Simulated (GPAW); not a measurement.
# ZnSe (Stilleite) (F-43m) in GPAW: notebook, part 2 of 2

GPAW 26.7.0. The steps go on from the part before.

### Step 5. Band structure, RPBE

The input, run.py:

```python
from ase import Atoms
from ase.dft.bandgap import bandgap
from ase.io import write
from ase.units import Bohr, GPa
from gpaw import GPAW, PW
from gpaw.elf import elf_from_dft_calculation

atoms = Atoms(['Se', 'Zn'],
              cell=[[0.0, 2.8338, 2.8338],
                    [2.8338, 0.0, 2.8338],
                    [2.8338, 2.8338, 0.0]],
              scaled_positions=[[0.75, 0.75, 0.75],
                                [0.0, 0.0, 0.0]],
              pbc=True)

calc = GPAW(mode=PW(600),
            xc='RPBE',
            kpts={'size': (8, 8, 8), 'gamma': True},
            occupations={'name': 'fermi-dirac', 'width': 0.05},
            nbands=18,
            convergence={'density': 1e-05, 'energy': 1e-05},
            maxiter=150,
            txt='gpaw.txt')
atoms.calc = calc
energy = atoms.get_potential_energy()
forces = atoms.get_forces()
stress = atoms.get_stress()
calc.write('gs.gpw')
write('result.traj', atoms)
print(f'Energy: {energy:.6f} eV')
print('Forces (eV/A):')
print(forces.round(4))
print('Stress (GPa):', (stress / GPa).round(3))
print('Fermi level:', round(calc.get_fermi_level(), 4), 'eV')
print(f'Gap: {bandgap(calc)[0]:.4f} eV, direct: {bandgap(calc, direct=True)[0]:.4f} eV')

# fields on the real-space grid
write('density.cube', atoms, data=calc.get_pseudo_density() * Bohr**3)
write('potential.cube', atoms, data=calc.get_electrostatic_potential())
write('elf.cube', atoms, data=elf_from_dft_calculation(calc).data)

path = atoms.cell.bandpath('GXWKGLUWLK,UX', npoints=80, eps=1e-4)
bs_calc = calc.fixed_density(kpts=path, symmetry='off', nbands=29,
                             convergence={'bands': 'CBM+6.0', 'eigenstates': 1e-6}, txt='bands.txt')
bs = bs_calc.band_structure()
bs.write('bs.json')
print(f'Gap on the path: {bandgap(bs_calc)[0]:.4f} eV')
```

Potentials or basis: the program's PAW data sets (release 1.2.1) made for this functional, pw.

Started as:

```console
$ OMP_NUM_THREADS=1 python run.py
```

gpaw.txt:

```text
__  _  _
 | _ |_)|_||  |
 |__||  | ||/\| - 26.7.0

Input parameters:
  mode=PW(ecut=600.0),
  convergence={'density': 1e-05, 'energy': 1e-05},
  kpts=MonkhorstPack(size=(8, 8, 8), gamma=True),
  maxiter=150,
  nbands=18,
  occupations=Occupations(name='fermi-dirac', width=0.05),
  xc=XC(name='RPBE')

Diagonalizing LCAO Hamiltonian
Converting LCAO to pw mode

                    Se

       Zn

Atoms  # Å, Bohr magnetons
|   | symbol |        x |        y |        z |    initial magnetic moments |
|---|--------|----------|----------|----------|-----------------------------|
| 0 |     Se | 4.250700 | 4.250700 | 4.250700 | ( 0.0000,  0.0000,  0.0000) |
| 1 |     Zn | 0.000000 | 0.000000 | 0.000000 | ( 0.0000,  0.0000,  0.0000) |

Unit cell  # Å
| periodic |        x |        y |        z |  lengths |    angles |
|----------|----------|----------|----------|----------|-----------|
|      yes | 0.000000 | 2.833800 | 2.833800 | 4.007598 | 60.000000 |
|      yes | 2.833800 | 0.000000 | 2.833800 | 4.007598 | 60.000000 |
|      yes | 2.833800 | 2.833800 | 0.000000 | 4.007598 | 60.000000 |

Number of symmetries: 24
Symmetry operations  # r_c * U_cc + t_c -> r_c
|    | kind |            matrix            |
|----|------|------------------------------|
|  0 |  E   |  1, 0, 0,  0, 1, 0,  0, 0, 1 |
|  1 |  σ   |  1, 0, 0,  0, 0, 1,  0, 1, 0 |
|  2 |  σ   |  1, 0,-1,  0, 1,-1,  0, 0,-1 |
|  3 |  C3  |  1, 0,-1,  0, 0,-1,  0, 1,-1 |
|  4 |  C3  |  1,-1, 0,  0,-1, 1,  0,-1, 0 |
|  5 |  σ   |  1,-1, 0,  0,-1, 0,  0,-1, 1 |
|  6 |  σ   |  0, 1, 0,  1, 0, 0,  0, 0, 1 |
|  7 |  C3  |  0, 1, 0,  0, 0, 1,  1, 0, 0 |
|  8 |  C2  |  0, 1,-1,  1, 0,-1,  0, 0,-1 |
|  9 |  S4  |  0, 1,-1,  0, 0,-1,  1, 0,-1 |
| 10 |  C3  |  0, 0, 1,  1, 0, 0,  0, 1, 0 |
| 11 |  σ   |  0, 0, 1,  0, 1, 0,  1, 0, 0 |
| 12 |  S4  |  0, 0,-1,  1, 0,-1,  0, 1,-1 |
| 13 |  C3  |  0, 0,-1,  0, 1,-1,  1, 0,-1 |
| 14 |  S4  |  0,-1, 1,  1,-1, 0,  0,-1, 0 |
| 15 |  C2  |  0,-1, 1,  0,-1, 0,  1,-1, 0 |
| 16 |  C3  |  0,-1, 0,  1,-1, 0,  0,-1, 1 |
| 17 |  S4  |  0,-1, 0,  0,-1, 1,  1,-1, 0 |
| 18 |  S4  | -1, 1, 0, -1, 0, 1, -1, 0, 0 |
| 19 |  C3  | -1, 1, 0, -1, 0, 0, -1, 0, 1 |
| 20 |  C3  | -1, 0, 1, -1, 1, 0, -1, 0, 0 |
| 21 |  S4  | -1, 0, 1, -1, 0, 0, -1, 1, 0 |
| 22 |  σ   | -1, 0, 0, -1, 1, 0, -1, 0, 1 |
| 23 |  C2  | -1, 0, 0, -1, 0, 1, -1, 1, 0 |

BZ-sampling:
  Number of BZ points: 512
  Number of IBZ points: 29

  Monkhorst-Pack size: [8, 8, 8]
  Monkhorst-Pack shift: [0.0625, 0.0625, 0.0625]

K-points  # in reciprocal-cell coordinates
|     |                                coordinates |     weight |
|-----|--------------------------------------------|------------|
|   0 | (  0.00000000,   0.00000000,   0.00000000) | 0.00195312 |
[... 68 lines left out ...]
      rc: 0.37  # [Å]
      lmax: 2
    cutoffs:
      filter: 2.14  # [Å]
      core: 2.28  # [Å]
    projectors
    | kind |    occ | energy [eV] | rcut [Å] |
    |------|--------|-------------|----------|
    |   4s |  2.000 |      -5.882 |    1.286 |
    |   4p |  0.000 |      -1.115 |    1.270 |
    |   3d | 10.000 |     -10.078 |    1.180 |
    |    s |        |      21.329 |    1.286 |
    |    p |        |      26.096 |    1.270 |
    |    d |        |      17.133 |    1.180 |

    Using partial waves for Zn as LCAO basis

Reference energy: -114977.003845  # eV

eigensolver:
  PPCG
  Converge bands: occupied
  niter=2

density mixing:
  MSR1-Mixer
  Pratt-step length: 0.05
  Maximum mixing coefficient: 0.75
  Old densities: 10
  SVD Regularization: 0.005
  Good broyden scale: 1.0
  Trust region scale: 1.0
  Backstep threshold: 4.0
  History deletion threshold: 6.0
  Fourier metric: weight=20.0, sigma=0.015

occupation numbers:
  Fermi-Dirac:
    width: 0.0500  # eV

poisson solver:
  ecut: 4800.0  # eV

xc functional:
  name: RPBE with 2 nearest neighbor stencil

convergence criteria:
[... 6 lines left out ...]
|iter     | |      energy | eigst |  dens |
|---------|-|-------------|-------|-------|
|iter:   1| |   -5.636617 | -0.19 |       |
|iter:   2| |   -5.580035 | -2.23 | -1.23 |
|iter:   3| |   -5.402478 | -1.63 | -1.27 |
|iter:   4| |   -5.406110 | -2.55 | -1.82 |
|iter:   5| |   -5.408220 | -3.47 | -2.27 |
|iter:   6| |   -5.408318 | -4.00 | -2.80 |
|iter:   7| |   -5.408382c| -4.72 | -3.36 |
|iter:   8| |   -5.408387c| -5.65 | -3.93 |
|iter:   9| |   -5.408387c| -7.53c| -4.74 |
|iter:  10| |   -5.408387c| -7.70c| -5.31c|

Converged in 10 steps
Energy contributions relative to reference atoms: (reference = -114977.003845)

Energy contributions:
  Kinetic:          13.896744
  Coulomb:         -11.697963
  Zero:             -0.046377
  External:          0.000000
  Xc:               -7.560792
  Entropy:          -0.000000
  Spinorbit:         0.000000
  ----------------------------
  Free energy:      -5.408387
  Extrapolated:     -5.408387

dipole moment: (-7.064040, -7.064040, -7.064040)  # |e|*Ang

Fermi level: 4.750
Eigenvalues  # (at kpt = [0.000, 0.000, 0.000])
| band index |      eig [eV] | occ [0-2] |
|------------|---------------|-----------|
|          0 |        -9.217 |     2.000 |
|          1 |        -2.509 |     2.000 |
|          2 |        -2.509 |     2.000 |
|          3 |        -2.509 |     2.000 |
|          4 |        -2.145 |     2.000 |
|          5 |        -2.145 |     2.000 |
[... 10 lines left out ...]
|         16 |        17.209 |     0.000 |
|         17 |        17.209 |     0.000 |

Gap: 1.465 eV
Transition (v -> c):
  (s=0, k=0, n=8, [0.00, 0.00, 0.00]) -> (s=0, k=0, n=9, [0.00, 0.00, 0.00])
No difference between direct/indirect transitions

Forces  # eV/Ang
|        x |       y |        z |
|----------|---------|----------|
|  0.00000 | 0.00000 | -0.00000 |  # Se   0
| -0.00000 | 0.00000 |  0.00000 |  # Zn   1

Stress tensor  # eV/Ang^3
|         x |         y |         z |
|-----------|-----------|-----------|
| -0.028190 |  0.000000 | -0.000000 |
|  0.000000 | -0.028190 | -0.000000 |
| -0.000000 | -0.000000 | -0.028190 |

# Writing to gs.gpw (mode='')
```

stdout:

```text
Energy: -5.408387 eV
Forces (eV/A):
[[ 0.  0. -0.]
 [-0.  0.  0.]]
Stress (GPa): [-4.517 -4.517 -4.517 -0.    -0.     0.   ]
Fermi level: 4.7496 eV
Gap: 1.4646 eV, direct: 1.4646 eV
Gap on the path: 1.4646 eV
```

bands.txt:

```text
Diagonalizing LCAO Hamiltonian
Converting LCAO to pw mode
convergence criteria:
- Maximum integral of absolute [eigenst]ate change: 1e-06 eV^2 / valence electron
maximum number of iterations: 150

SCF iterations
|iter     | |      energy | eigst |  dens |
|---------|-|-------------|-------|-------|
|iter:   1| |             | +0.35 |       |
[... 86 lines left out ...]
         [0.40277778, 0.40277778, 0.69444444],
         [0.38888889, 0.38888889, 0.72222222],
         [0.375     , 0.375     , 0.75      ],
         [0.625     , 0.25      , 0.625     ],
         [0.59375   , 0.1875    , 0.59375   ],
         [0.5625    , 0.125     , 0.5625    ],
         [0.53125   , 0.0625    , 0.53125   ],
         [0.5       , 0.        , 0.5       ]])),
  maxiter=150,
  nbands=29,
  occupations=Occupations(name='fermi-dirac', width=0.05),
  symmetry=Symmetry(point_group=False, time_reversal=False),
  xc=XC(name='RPBE')
```

Run time: 58 s. Hardware: 1 thread of Intel Xeon Platinum 8259CL at 2.50GHz (Skylake/Cascade Lake), shared host; peak memory 0.26 GiB.

Results:

- Free energy: -5.4084 eV
- Pressure: 4.5 GPa
- Band gap on the k mesh: 1.46 eV, direct
- Band gap along the path: 1.46 eV, direct

Levels at the corners of the path, in eV from the valence-band top:
| point | band 5 | band 6 | band 7 | band 8 | band 9 | band 10 | band 11 | band 12 | band 13 |
| --- | --- | --- | --- | --- | --- | --- | --- | --- | --- |
| Γ | -6.13 | -6.13 | 0.00 | 0.00 | 0.00 | 1.46 | 5.87 | 5.87 | 5.87 |
| X | -6.08 | -5.94 | -4.70 | -2.17 | -2.17 | 3.13 | 3.57 | 10.91 | 11.35 |
| W | -6.15 | -5.83 | -4.63 | -2.73 | -2.62 | 5.60 | 5.62 | 7.08 | 7.85 |
| K | -6.11 | -5.86 | -4.66 | -3.04 | -1.78 | 3.71 | 5.70 | 9.19 | 9.34 |
| Γ | -6.13 | -6.13 | 0.00 | 0.00 | 0.00 | 1.46 | 5.87 | 5.87 | 5.87 |
| L | -6.11 | -5.97 | -5.17 | -0.86 | -0.86 | 2.68 | 6.45 | 6.45 | 8.77 |
| U | -6.11 | -5.86 | -4.66 | -3.04 | -1.78 | 3.71 | 5.70 | 9.19 | 9.34 |
| W | -6.15 | -5.83 | -4.63 | -2.73 | -2.62 | 5.60 | 5.62 | 7.08 | 7.85 |
| L | -6.11 | -5.97 | -5.17 | -0.86 | -0.86 | 2.68 | 6.45 | 6.45 | 8.77 |
| K | -6.11 | -5.86 | -4.66 | -3.04 | -1.78 | 3.71 | 5.70 | 9.19 | 9.34 |
| U | -6.11 | -5.86 | -4.66 | -3.04 | -1.78 | 3.71 | 5.70 | 9.19 | 9.34 |
| X | -6.08 | -5.94 | -4.70 | -2.17 | -2.17 | 3.13 | 3.57 | 10.91 | 11.35 |

### Step 6. Overview

| level | potentials or basis | spin | k mesh | band points | spin axis theta (degrees) | spin axis phi (degrees) | soc after scf | gap on the mesh (eV) | pressure (GPa) |
| --- | --- | --- | --- | --- | --- | --- | --- | --- | --- |
| LDA | the program's PAW data sets (release 1.2.1) made for this functional, pw | off | 8 × 8 × 8 | 100 | - | - | - | 1.04 | -3.6 |
| PBEsol | PAW data sets generated in the run's folder for this functional, pw | off | 8 × 8 × 8 | 100 | - | - | - | 1.18 | -1.2 |
| PBEsol | PAW data sets generated in the run's folder for this functional, pw | SOC, no magnetisation | 6 × 6 × 6 | 60 | 0 | 0 | second variation | 1.04 | -1.1 |
| RPBE | the program's PAW data sets (release 1.2.1) made for this functional, pw | off | 8 × 8 × 8 | 80 | - | - | - | 1.46 | 4.5 |

Alike in all rows: task band structure; cell as given; cutoff (eV) 600; smearing fermi-dirac 0.05 eV.

Caveats: spin-orbit coupling was added after a scalar SCF, so levels and gaps hold it while energy, forces, pressure and moments don't (some runs); this program's spin-orbit splittings come out too wide for heavy elements (some runs).

Absolute energies hang on the potentials; compare differences alone.

### Step 7. Against experiment

Step 2. Measured gap of ZnSe: 2.695 eV (an exciton energy, a little under the gap; 300 K; “Alloy Disordering Effects on the Thermal Conductivity and Energy Gap Temperature Dependence of Cd1−xZnxSe Ternary Crystals Grown by the Bridgman Method”, 2023, pmc:10253836). This calculation gives 1.04 eV (-1.65 eV). So large a miss can be the level of theory's own, or it may mean another phase, state or a wrong row. Spin-orbit coupling on Se is left out. The value is that of LDA, without temperature or zero-point motion. Semilocal functionals fall short of measured gaps as a rule.

Step 3. Measured gap of ZnSe: 2.695 eV (an exciton energy, a little under the gap; 300 K; “Alloy Disordering Effects on the Thermal Conductivity and Energy Gap Temperature Dependence of Cd1−xZnxSe Ternary Crystals Grown by the Bridgman Method”, 2023, pmc:10253836). This calculation gives 1.18 eV (-1.52 eV). So large a miss can be the level of theory's own, or it may mean another phase, state or a wrong row. Spin-orbit coupling on Se is left out. The value is that of PBEsol, without temperature or zero-point motion. Semilocal functionals fall short of measured gaps as a rule.

Step 4. A measured gap of ZnSe is 2.695 eV (an exciton energy, a little under the gap; 300 K; “Alloy Disordering Effects on the Thermal Conductivity and Energy Gap Temperature Dependence of Cd1−xZnxSe Ternary Crystals Grown by the Bridgman Method”, 2023, pmc:10253836); the calculated 1.04 eV misses it by -1.65 eV. So large a miss can be the level of theory's own, or it may mean another phase, state or a wrong row. The value is that of PBEsol, without temperature or zero-point motion. Semilocal functionals fall short of measured gaps as a rule.

Step 5. A measured gap of ZnSe is 2.695 eV (an exciton energy, a little under the gap; 300 K; “Alloy Disordering Effects on the Thermal Conductivity and Energy Gap Temperature Dependence of Cd1−xZnxSe Ternary Crystals Grown by the Bridgman Method”, 2023, pmc:10253836); the calculated 1.46 eV misses it by -1.23 eV. Spin-orbit coupling on Se is left out. The value is that of RPBE, without temperature or zero-point motion. Semilocal functionals fall short of measured gaps as a rule.
